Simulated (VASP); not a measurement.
Crystal: Pd.

```
CELL_PARAMETERS angstrom
2.74965 0.00000 0.00000
-1.37483 2.38127 0.00000
0.00000 0.00000 4.49018
ATOMIC_POSITIONS crystal
Pd 0.33333 0.66667 0.25000
Pd 0.66667 0.33333 0.75000
```

This isn't the form of Pd at room conditions, which is fcc.

| Item | Value |
| --- | --- |
| Program | VASP 6.6.1 |
| Task | relaxation of cell and atoms |
| Functional | PBE |
| Dispersion | D3(BJ) |
| Potentials or basis | VASP PAW PBE potentials, release 64 (Pd) |
| Cutoff | 600 eV |
| k mesh | 18 × 18 × 10 |
| Occupations | gaussian, width 0.1 eV |
| Spin | no spin polarisation |

At the start: pressure 0.8 GPa; volume 14.70 Å³/atom.

**Question.** Where does the relaxation end?

**Answer.** Over 8 steps the energy falls by 3.3 meV/atom and the volume is 14.76 Å³/atom (+0.4 %); space group P6_3/mmc (No. 194, to 0.05 Å).

The path:
```csv
step,energy change (eV),largest force (eV/Å),pressure (GPa),volume (Å³)
1,0.0000,0.0000,0.80,29.40
2,-0.0051,0.0000,-1.29,29.71
3,-0.0051,0.0000,-1.36,29.72
4,-0.0056,0.0000,1.07,29.36
5,-0.0067,0.0000,-0.05,29.52
6,-0.0067,0.0000,-0.07,29.52
7,-0.0067,0.0000,0.02,29.51
8,-0.0067,0.0000,-0.01,29.51
```

Final structure:
```
Pd
1.0
     2.72958    0.00000    0.00000
    -1.36479    2.36388    0.00000
     0.00000    0.00000    4.57414
Pd
2
Direct
  0.33333 0.66667 0.25000
  0.66667 0.33333 0.75000
```

Caveat: pairwise dispersion overbinds metals, which lowers pressure and volume.
